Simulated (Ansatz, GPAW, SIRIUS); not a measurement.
One calculation of Au, 3 ways

```
Au
1.0
    -1.65727    1.65727    1.65727
     1.65727   -1.65727    1.65727
     1.65727    1.65727   -1.65727
Au
1
Direct
  0.00000 0.00000 0.00000
```

This isn't the form of Au at room conditions, which is fcc.

Alike in all runs: task single point; functional PBEsol; k mesh 11 × 11 × 11; occupations fermi-dirac, width 0.05 eV; no spin polarisation; no spin-orbit coupling. Pressure is positive in compression and, in plane waves, holds the error of the finite cutoff.

```tsv
program and potentials	plane-wave cutoff (eV)	notes	pressure (GPa)
SIRIUS, PseudoDojo 0.4.1 PBEsol standard (scalar relativistic)	1054	19 valence electrons an atom on average	-9.21
Ansatz, all-electron LAPW, scalar-relativistic	-	-	-8.90
GPAW, PAW data sets generated for this functional	600	11 valence electrons an atom on average	-6.76
```

The pressure spans -9.21 (SIRIUS, PseudoDojo 0.4.1 PBEsol standard (scalar relativistic)) to -6.76 GPa (GPAW, PAW data sets generated for this functional), with all-electron results at -8.90.

Differences between rows come from potentials, basis sets and numerical settings, since the functional is the same but for its coding. Runs on potential files found faulty are left out.
